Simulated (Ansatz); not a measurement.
# Bands, cutoff and cost in G0W0 for BeS (honeycomb bilayer)

How do accuracy and time trade against each other in G0W0 on BeS (honeycomb bilayer)?

Main program and level: Ansatz 0.2.0; G0W0 on PBEsol, plane waves, PAW.

## Step 1: The structure

The cell holds 4 atoms: 2 Be and 2 S. Cell: a = 3.425 Å, b = 3.425 Å, c = 30.200 Å, α = 90.0°, β = 90.0°, γ = 120.0°. Regions: layer 1 (BeS-hc), 2 atoms (1 Be and 1 S); layer 2 (BeS-hc), 2 atoms (1 Be and 1 S). Vacuum lies along c.

The structure was relaxed with PBEsol-D3(BJ). The runs that relaxed it are not among those shown. The default PAW set here is soft_2. Its files were made with PBE. The Coulomb interaction is cut off across the vacuum.

## Step 2: 182 empty bands, screening to 41 eV

G0W0 replaces the xc potential by the self-energy, built once from these orbitals. Only a window of levels is corrected, while the sums run over the empty bands that the input names.

input.yaml

```yaml
crystal:
  lattice:
    - [3.4246351979, 0.0, 0.0]
    - [-1.712317599, 2.9658210801, 0.0]
    - [0.0, 0.0, 30.2]
  atoms:
    - { symbol: Be, position: [0.3333333333, 0.6666666667, 0.4425510562] }
    - { symbol: S, position: [0.6666666667, 0.3333333333, 0.4420772014] }
    - { symbol: Be, position: [0.3333333333, 0.6666666667, 0.5574489438] }
    - { symbol: S, position: [0.0, 0.0, 0.5579227986] }
  periodic: [true, true, false]
kpoints:
  mp_grid: { grid: [6, 6, 1] }
hamiltonian:
  xc: pbesol
scf:
  occupations: { method: fixed }
gw:
  n_empty_bands: 182
  ecut_chi: 41
  qp_bands: [v2, c2]
  qp_kpoints: band_edges
  screening: { model: contour_deformation }
```

Run with:

```bash
$ ansatz run input.yaml --threads 4 --pin off --max-ram 17510MiB --backend cpu --events-out ev --progress --plain --runs-dir out
```

Numbers of over 12 decimals in the logs are rounded to 6 here.

Output:

```text
Engine: ansatz 0.2.0, aarch64-unknown-linux-gnu
Pseudopotentials: kind: paw
Pseudopotential: Be, paw, valence charge 2, recommended cutoff 420 eV (normal), Be.paw.azcp
Pseudopotential: S, paw, valence charge 6, recommended cutoff 420 eV (normal), S.paw.azcp
Functional definition: PBEsol
  exchange = pbesol_x
  correlation = pbesol_c
Crystal: 4 atoms, lattice volume = 306.737 Å³
Basis set: ecut = 420 eV, 6005 PW (Γ)
Bands: 12, of which v1, the nominal top of the filled ones, is band 8 counted from 1 (7 counted from 0)
Symmetry: 12 space group operations
Space group: P-3m1 (ITA 164), of the structure as read, at distance tolerance 6.7e-5 Å
k-points: 7 of 36
Non-local potential: Be, projectors of the file, l = 0: 2, l = 1: 2, l = 2: 1
Non-local potential: S, projectors of the file, l = 0: 2, l = 1: 2, l = 2: 2
PAW form: soft (Blöchl's): semilocal exchange-correlation on the pseudo side does not see the compensation charge
PAW frozen core: Be, regenerated for the run's functional, and the local potential with it (the file was generated under x = pbe(κ = 0.804, μ = 0.219515), c = pbe(β = 0.066725))
PAW frozen core: S, regenerated for the run's functional, and the local potential with it (the file was generated under x = pbe(κ = 0.804, μ = 0.219515), c = pbe(β = 0.066725))
PAW one-centre angular grid: Be, 110 points (default); XC on 64 Gauss nodes
PAW one-centre angular grid: S, 110 points (default); XC on 64 Gauss nodes
Initial density: superposition of atomic densities (neutral atoms: chi_scale 0, normalization atom), corrected by the library's trained network
Initial wavefunctions: pseudopotential atomic-orbital guess
Functional: x = pbesol(κ = 0.804, μ = 0.123457), c = pbesol(β = 0.046)
SCF iter   1: F=—  HF=-1953.759008 eV  |F-HF|=—  |Δ(HF+E_count)|=         —  Δρ=2.02e-3  dr2=3.52e-2  ethr=1.77e-3  ⟨swp⟩=7.1  Hψ=629  notcnv=0  defer=16
preconditioner: auto → none  [insulator: Δε(μ)=3.618 eV  Ē_g=10.297 eV  n_scr=16 (ndim 8)  ℏωp=8.5 eV  f_vac=0.737  ε∞_Penn≈1.7]
SCF iter   2: F=—  HF=-1953.750916 eV  |F-HF|=—  |Δ(HF+E_count)|=   8.09e-3  Δρ=8.36e-4  dr2=6.41e-3  ethr=2.20e-4  ⟨swp⟩=4.0  Hψ=249  notcnv=0  defer=14
SCF iter   3: F=—  HF=-1953.750049 eV  |F-HF|=—  |Δ(HF+E_count)|=   8.68e-4  Δρ=4.16e-4  dr2=1.90e-3  ethr=4.01e-5  ⟨swp⟩=3.9  Hψ=187  notcnv=0  defer=14
SCF iter   4: F=—  HF=-1953.749782 eV  |F-HF|=—  |Δ(HF+E_count)|=   2.67e-4  Δρ=1.66e-4  dr2=1.22e-4  ethr=1.19e-5  ⟨swp⟩=3.1  Hψ=143  notcnv=0  defer=14
SCF iter   5: F=—  HF=-1953.749883 eV  |F-HF|=—  |Δ(HF+E_count)|=   1.01e-4  Δρ=3.83e-5  dr2=4.77e-6  ethr=7.62e-7  ⟨swp⟩=2.9  Hψ=153  notcnv=0  defer=14
SCF iter   6: F=—  HF=-1953.749903 eV  |F-HF|=—  |Δ(HF+E_count)|=   2.02e-5  Δρ=8.95e-6  dr2=1.82e-7  ethr=2.98e-8  ⟨swp⟩=3.4  Hψ=187  notcnv=0  defer=13
SCF iter   7: F=-1953.749904 eV  HF=-1953.749904 eV  |F-HF|=8.39e-9  |Δ(HF+E_count)|=   7.34e-7  Δρ=1.60e-6  dr2=1.23e-8  ethr=6.25e-10  ⟨swp⟩=24.4  Hψ=805  notcnv=0
the search or the solves at the SCF's close seem to have found levels that the self-consistency loop had missed (the run counts 1). By its estimate they hold under 1e-12 electrons; where the run keeps them, the occupations were computed again with them
SCF 1 converged in 7 iterations: F = -1953.749904 eV  dr2 = 1.23e-8
  greatest PAW one-centre occupation: 0.846 electrons in one spin orbital (limit 2), on the S atom at site 3 (counted from 0), in its partial waves of l = 0
NSCF: frozen V_eff on 7 k-points
G₀W₀ screening: q 1/7
[... further progress lines ...]
SCF converged after 7 iterations
Free energy (F): -1953.749904 eV
Harris-Foulkes:  -1953.749904 eV  (|F-HF|=8.39e-9)
Internal energy: -1953.749904 eV  (E = F + TS)
E sigma→0 (E₀):  -1953.749904 eV
Fermi energy:    -6.536731 eV
--- Per-component energies (eV) ---
  E_band       = -175.417617
  E_kinetic    = 254.586621
  E_local      = -12760.811299  (includes V_loc(G=0)·N_el)
  E_nonlocal   = 66.555292
  E_hartree    = 6246.181636
  E_xc         = -230.618226
  E_vxc        = -215.150266  (∫ρ·V_xc dr)
  E_paw        = -1283.182696  (= ΣΔE_a)
  E_vpaw       = -12.963945  (= ΣTr[D̂ρ^β])
  E_aug_tail   = 0.000002  (compensation charges beyond the density's cutoff)
  E_ewald      = 5753.395805
  E_core_change = 0.142961  (= ΣΔE_core)
  E_smearing   = -0.000000  (= −TS)
  E_closure    = -0.000000  (closes the sum)
  Σ components = -1953.749904   (vs F -1953.749904, Δ=0.00e0)
--- Band table (eV; the first three rows and the last of 7) ---
  k-point 0: bands = [... 4 lower, -7.0266, -7.0266, -7.0252, -7.0252, -1.5293 (-1.5293°), -0.6107, 0.0383, 0.0383]
  k-point 1: bands = [... 4 lower, -8.2235, -7.6400, -7.5334, -7.4435, -1.0289 (-1.0290°), -0.5434 (-0.5435°), -0.1570, -0.0095]
  k-point 2: bands = [... 4 lower, -8.2586, -8.1335, -7.9602, -6.9676, -1.6115, -1.1071, -0.7557, -0.2944]
  k-point 6: bands = [... 4 lower, -10.4026, -10.0891, -6.5367, -6.5367, -2.8554, -1.0663, 1.4773, 1.4773]
  ° read free of the cell's end (the report's vacuum.weakly_bound_levels)
--- G₀W₀: contour deformation, 5 samples at zero and on the imaginary axis and 2 off it, 36 q-points, 182 empty bands' worth ---
  eigenvalues of the whole cell's RPA ε∞ on this k-mesh (on a slab, of 1 + 4πα/V) = 1.1570, 1.8771, 1.8771; static W/v taken at q = 0 is 0.672565
  bands read: the sum over 190 bands ends inside a degenerate multiplet in 2 slots, whose members it reads at an even weight; the widest, k=0: bands 190 to 191 (counted from 1) at 1/2 each
  gw.qp_kpoints: band_edges: 6 of 7 stored k-points solved, in 1 pass; an edge of the gap read off the rows below is read off those points alone
    valence top: of the k-points left out ik 4 came nearest to being solved in a further pass, in band 8 (counted from 1, as in the quasiparticle table): it holds the edge there only if its correction is more favourable than any solved in that band by at least 0.498 eV; those differ by 0.162 eV
    conduction bottom: of the k-points left out ik 4 came nearest to being solved in a further pass, in band 10 (counted from 1, as in the quasiparticle table): it holds the edge there only if its correction is more favourable than any solved in that band by at least 2.111 eV; those differ by 0.882 eV
    ik  band        ε_KS         Σx   Σc(E_QP)       V_xc       Z   E_QP_lin       E_QP  E_QP is
     0     7     -7.0252   -18.6952     2.3175   -15.5285  0.7884    -7.8848    -7.8744  root
     0     8     -7.0252   -18.6952     2.3175   -15.5285  0.7884    -7.8848    -7.8744  root
     0     9     -1.5293    -3.8840    -2.7382    -7.3489  0.8422    -0.7958    -0.8026  root
     0    10     -0.6107    -2.2836    -1.7917    -4.5769  0.8787    -0.1061    -0.1090  root
     1     7     -7.5334   -18.4385     2.4246   -15.1138  0.7834    -8.4461    -8.4335  root
     1     8     -7.4435   -18.5292     2.4084   -15.2358  0.7842    -8.3405    -8.3285  root
     1     9     -1.0289    -4.3419    -2.9363    -8.2275  0.8318    -0.0671    -0.0797  root
     1    10     -0.5434    -5.5790    -3.3215   -10.2844  0.8147     0.8708     0.8405  root
     2     7     -7.9602   -15.9506     2.4879   -12.3392  0.7603    -9.1150    -9.0836  root
     2     8     -6.9676   -16.8674     2.2795   -13.5765  0.7737    -7.9980    -7.9790  root
     2     9     -1.6115    -5.4286    -3.3945   -10.0105  0.8021    -0.4007    -0.4242  root
     2    10     -1.1071    -5.5303    -3.4259   -10.2747  0.8090     0.2385     0.2112  root
     3     7     -7.0026   -16.9934     2.3202   -13.6398  0.7731    -8.0561    -8.0360  root
     3     8     -6.7408   -16.8051     2.1589   -13.6721  0.7768    -7.7313    -7.7148  root
     3     9     -2.7009    -4.9587    -3.1398    -9.1676  0.8100    -1.6162    -1.6319  root
     3    10     -1.6462    -4.3826    -3.3896    -8.9389  0.8082    -0.4578    -0.4795  root
     5     7     -7.1782   -16.5087     2.2740   -13.1904  0.7719    -8.2438    -8.2225  root
     5     8     -6.6044   -17.2229     2.1986   -14.0599  0.7775    -7.5845    -7.5687  root
     5     9     -2.3939    -4.9568    -3.2508    -9.3101  0.8053    -1.2734    -1.2915  root
     5    10     -1.1527    -4.3028    -3.5010    -8.9878  0.8012     0.0570     0.0313  root
     6     7     -6.5367   -17.3563     2.1970   -14.1963  0.7782    -7.5153    -7.4997  root
     6     8     -6.5367   -17.3563     2.1970   -14.1963  0.7782    -7.5153    -7.4997  root
     6     9     -2.8554    -4.2114    -3.2997    -8.5723  0.8078    -1.7784    -1.7943  root
     6    10     -1.0663    -4.0789    -3.7173    -9.0149  0.7934     0.1827     0.1525  root
```

It took 22 s on 4 threads of Arm Neoverse V1, shared host; peak memory 0.99 GiB; 85 s of CPU time.

Numbers from this step:

| Quantity | Value |
| --- | --- |
| bands summed | 190 |
| plane waves in the screening matrix | 181 |
| q-points in the mesh | 36 |
| G0W0 gap on the mesh | 5.705 eV |
| k of the valence top | 0.3333, 0.3333, 0 |
| k of the conduction bottom | 0.3333, 0.3333, 0 |
| starting gap on the mesh | 3.681 eV |
| Z at the valence top | 0.7782 |
| Z at the conduction bottom | 0.8078 |
| least direct G0W0 gap on the computed points | 5.705 eV |

The gap on the mesh goes from 3.68 eV to 5.71 eV, a correction of +2.02 eV. Between the two edge states, bare exchange in place of the xc potential would open the gap by 7.52 eV, and correlation takes back 5.50 eV.

## Step 3: 452 empty bands, screening to 75 eV

Bands and screening cutoff are moved together, since each hides the error of the other.

Changes to input.yaml since step 2:

```diff
@@ -17,5 +17,6 @@
   occupations: { method: fixed }
+  convergence: { dr2_threshold: 1.0e-10 }
 gw:
-  n_empty_bands: 182
-  ecut_chi: 41
+  n_empty_bands: 452
+  ecut_chi: 75.0
   qp_bands: [v2, c2]
```

Output:

```text
[...]
Crystal: 4 atoms, lattice volume = 306.737 Å³
Basis set: ecut = 420 eV, 6005 PW (Γ)
Bands: 12, of which v1, the nominal top of the filled ones, is band 8 counted from 1 (7 counted from 0)
[... 1 set-up line as in the run before ...]
[...]
k-points: 7 of 36
[...]
SCF iter   1: F=—  HF=-1953.759008 eV  |F-HF|=—  |Δ(HF+E_count)|=         —  Δρ=2.02e-3  dr2=3.52e-2  ethr=1.77e-3  ⟨swp⟩=7.1  Hψ=629  notcnv=0  defer=16
[...]
SCF iter   9: F=-1953.749904 eV  HF=-1953.749904 eV  |F-HF|=3.18e-12  |Δ(HF+E_count)|=  1.30e-10  Δρ=1.76e-8  dr2=1.29e-12  ethr=1.00e-12  ⟨swp⟩=31.1  Hψ=881  notcnv=0
[...]
SCF 1 converged in 9 iterations: F = -1953.749904 eV  dr2 = 1.29e-12
[...]
NSCF: frozen V_eff on 7 k-points
G₀W₀ screening: q 1/7
[... further progress lines ...]
SCF converged after 9 iterations
Free energy (F): -1953.749904 eV
[...]
Internal energy: -1953.749904 eV  (E = F + TS)
E sigma→0 (E₀):  -1953.749904 eV
Fermi energy:    -6.536840 eV
[...]
--- Band table (eV; the first three rows and the last of 7) ---
  k-point 0: bands = [... 4 lower, -7.0267, -7.0267, -7.0253, -7.0253, -1.5294 (-1.5294°), -0.6108, 0.0382, 0.0382]
  k-point 1: bands = [... 4 lower, -8.2236, -7.6401, -7.5335, -7.4436, -1.0290 (-1.0290°), -0.5435 (-0.5436°), -0.1571, -0.0096]
  k-point 2: bands = [... 4 lower, -8.2588, -8.1336, -7.9602, -6.9677, -1.6116, -1.1072, -0.7557, -0.2945]
  k-point 6: bands = [... 4 lower, -10.4027, -10.0892, -6.5368, -6.5368, -2.8555, -1.0663, 1.4773, 1.4773]
  ° read free of the cell's end (the report's vacuum.weakly_bound_levels)
[...]
0     7     -7.0253   -18.6952     1.9966   -15.5285  0.7819    -8.2157    -8.1953  root
     0     8     -7.0253   -18.6952     1.9966   -15.5285  0.7819    -8.2157    -8.1953  root
     0     9     -1.5294    -3.8839    -2.7886    -7.3489  0.8404    -0.8472    -0.8530  root
     0    10     -0.6108    -2.2834    -1.8446    -4.5767  0.8772    -0.1599    -0.1621  root
     1     7     -7.5335   -18.4385     2.1209   -15.1138  0.7774    -8.7606    -8.7373  root
     1     8     -7.4436   -18.5292     2.0998   -15.2359  0.7781    -8.6597    -8.6371  root
     1     9     -1.0290    -4.3419    -3.0380    -8.2275  0.8295    -0.1716    -0.1815  root
     1    10     -0.5435    -5.5789    -3.5184   -10.2843  0.8105     0.6651     0.6434  root
[...]
6     7     -6.5368   -17.3564     1.9572   -14.1964  0.7694    -7.7655    -7.7397  root
     6     8     -6.5368   -17.3564     1.9572   -14.1964  0.7694    -7.7655    -7.7397  root
     6     9     -2.8555    -4.2114    -3.4389    -8.5723  0.8057    -1.9217    -1.9335  root
     6    10     -1.0663    -4.0789    -3.8917    -9.0150  0.7903    -0.0004    -0.0220  root
```

Wall time 94 s (4 threads); peak memory 2.5 GiB.

Numbers from this step:

| Property | Result |
| --- | --- |
| bands summed | 460 |
| plane waves in the screening matrix | 481 |
| q-points in the mesh | 36 |
| G0W0 gap on the mesh | 5.806 eV |
| k of the valence top | 0.3333, 0.3333, 0 |
| k of the conduction bottom | 0.3333, 0.3333, 0 |
| starting gap on the mesh | 3.681 eV |
| Z at the valence top | 0.7694 |
| Z at the conduction bottom | 0.8057 |
| least direct G0W0 gap on the computed points | 5.806 eV |

Against the run with 6×6×1 mesh, 182 empty bands, screening to 41 eV, the gap moves by +0.10 eV.

## Step 4: The runs together

Times are wall times on 4 threads of Arm Neoverse V1, shared host, good to a factor of about two.

```tsv
mesh	files	frequency	bands summed	cutoff (eV)	start (eV)	G0W0 (eV)	time	host memory (GiB)
6×6×1	default PAW	contour deformation	190	41	3.681	5.705	22 s	0.99
6×6×1	default PAW	contour deformation	460	75	3.681	5.806	94 s	2.5
```

How the two edges are built up, in eV (the quasiparticle level is the starting level plus Σx plus Σc less Vxc):

```tsv
run	edge	start	Σx	Σc	Vxc	Z	QP
190 bands	valence top	-6.54	-17.36	2.20	-14.20	0.78	-7.50
190 bands	conduction bottom	-2.86	-4.21	-3.30	-8.57	0.81	-1.79
460 bands	valence top	-6.54	-17.36	1.96	-14.20	0.77	-7.74
460 bands	conduction bottom	-2.86	-4.21	-3.44	-8.57	0.81	-1.93
```

## Step 5: Outcome

```yaml
190_bands_41_ev: 5.705 eV
460_bands_75_ev: 5.806 eV
estimated_limit_in_bands_and_cutoff: 5.88 eV
mesh_and_start: 6×6×1, PBEsol
```

**Reading.** A line in one over the bands through the two rungs gives 5.88 eV, +0.07 eV from the top rung; with two points alone it is an unchecked estimate. The rungs stand 0.17 eV (190 bands) and 0.07 eV (460 bands) from it. From 190 to 460 bands the gap moves by +0.10 eV while the time grows 4.2-fold. Σc changes by −0.24 eV at the valence top and −0.14 eV at the conduction bottom, so the levels themselves move more than the gap between them. The 6×6×1 mesh misses a band edge: over a band path and its finer mesh (run apart) the PBEsol gap is 3.62 eV, so the G0W0 gap over the zone may lie about 0.06 eV below its value on the mesh. The mesh in the plane is coarse for a sheet; gap and any exciton binding can still move on denser ones.

[Paths, hosts, dates, memory and timing lines, banners, echoed tables and standing remarks are left out of the program output.]

[Logs are printed without paths, hosts, clocks, repeated set-up lines and the standing remarks that a program may print on its own settings, such as how far it seeks lower states.]

[Runs of the session that timed out or met a known fault of the program may be left out.]

[Cells called generated may have been cut or substituted from an entry of the Crystallography Open Database or the Materials Project.]

[Hosts, paths, dates, database ids (printed as entryN), source tags and the programs' standing remarks are cut or masked in the printed files.]
